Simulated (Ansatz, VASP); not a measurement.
PbSe: 3 runs at one level of theory

The starting cell:

```
Pb Se
1.0
     0.00000    3.06065    3.06065
     3.06065    0.00000    3.06065
     3.06065    3.06065    0.00000
Pb Se
1 1
Direct
  0.00000 0.00000 0.00000
  0.50000 0.50000 0.50000
```

Alike in all runs: task relaxation of cell and atoms; functional PBEsol; k mesh 8 × 8 × 8; occupations fermi-dirac, width 0.05 eV; no spin polarisation; no spin-orbit coupling.

| program and potentials | plane-wave cutoff (eV) | notes | equilibrium volume (Å³/atom) |
| --- | --- | --- | --- |
| Ansatz, Ansatz PAW | 420 | potentials made for PBE, which Ansatz adapts in part; 15 valence electrons an atom on average | 28.40 |
| Ansatz, all-electron LAPW, scalar-relativistic | - | - | 28.40 |
| VASP, PBE PAW files Pb_d, Se, 600 eV | 600 | potentials made for PBE; 10 valence electrons an atom on average | 28.42 |

The equilibrium volume spans 28.40 (Ansatz, Ansatz PAW) to 28.42 Å³/atom (VASP, PBE PAW files Pb_d, Se, 600 eV), with all-electron results at 28.40. Relaxations stop with a little pressure left, so the last digit of a volume isn't settled.

Differences between rows come from potentials, basis sets and numerical settings, since the functional is the same but for its coding. Runs on potential files found faulty are left out.

The three equilibrium volumes are practically the same, and the spread from 28.40 to 28.42 Å³/atom is too small to carry a chemical meaning. Both sets of potentials made for PBE reproduce the all-electron volume under PBEsol, so the mismatch between the functional used for the cores and that used for the solid has little net effect here.

The larger valence count in the Ansatz PAW run probably reflects selenium's filled semicore d shell. If so, freezing that shell hardly alters the volume, as expected for a compact shell lying well below the bonding states. Cohesion in PbSe comes mainly from lead and selenium p orbitals together with charge transfer towards selenium, while the lead s pair stays largely filled and mixes with selenium p states. These outer electrons set the balance between bonding and closed-shell repulsion, and all three treatments evidently describe it alike. Agreement at the equilibrium volume doesn't establish equal accuracy for the band gap, which depends strongly on spin-orbit coupling in the lead p states.
